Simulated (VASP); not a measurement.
Here is a VASP 6.6.1 calculation.

INCAR

```
ALGO = Normal
EDIFF = 1E-6
EDIFFG = -0.005
ENCUT = 600
GGA = CA
IBRION = 2
ISIF = 3
ISMEAR = -1
ISPIN = 2
LASPH = T
LCHARG = F
LMAXMIX = 4
LORBIT = 11
LREAL = F
LWAVE = F
MAGMOM = 4 4 0 0 0 0
NELM = 120
NSW = 40
PREC = Accurate
SIGMA = 0.05
```

File KPOINTS:

```
k-points
0
Gamma
  5 5 6
```

Contents of POSCAR:

```
MnF2
1.0
    4.8738000000      0.0000000000      0.0000000000
    0.0000000000      4.8738000000      0.0000000000
    0.0000000000      0.0000000000      3.3107000000
Mn F
2 4
Direct
    0.5000000000      0.5000000000      0.5000000000
    0.0000000000      0.0000000000      0.0000000000
    0.8053000000      0.1947000000      0.5000000000
    0.6947000000      0.6947000000      0.0000000000
    0.1947000000      0.8053000000      0.5000000000
    0.3053000000      0.3053000000      0.0000000000
```

Potentials or basis: VASP PAW LDA potentials, release 64 (Mn_pv, F).

Command:

```console
$ cat potpaw_LDA.64/Mn_pv/POTCAR potpaw_LDA.64/F/POTCAR > POTCAR
$ mpirun -np 1 vasp_std > vasp.out
```

Task: Estimate the space group after relaxing (to 0.05 Å).

Result: P4_2/mnm (No. 136).

Task: Estimate the site moments.

Result: Mn +4.54; F +0.10 μB.

Task: What does it give for the relaxed cell?

Result: a = 4.776 Å, b = 4.776 Å, c = 3.252 Å, α = 90.00°, β = 90.00°, γ = 90.00°.

Task: Predict the net moment.

Result: 10.00 μB per cell.

The path:
```csv
step,energy change (eV),largest force (eV/Å),pressure (GPa),volume (Å³)
1,0.0000,0.0426,-5.75,78.64
2,-0.0788,0.0676,1.43,73.41
3,-0.0830,0.0450,0.03,74.31
4,-0.0830,0.0429,-0.16,74.40
5,-0.0836,0.0239,-0.13,74.34
6,-0.0840,0.0075,-0.09,74.25
7,-0.0841,0.0033,0.04,74.15
8,-0.0841,0.0043,-0.01,74.18
```

Caveat: only a ferromagnetic start was run, and an antiferromagnetic order may lie lower in energy. Zero-point motion and thermal expansion aren't in these numbers.
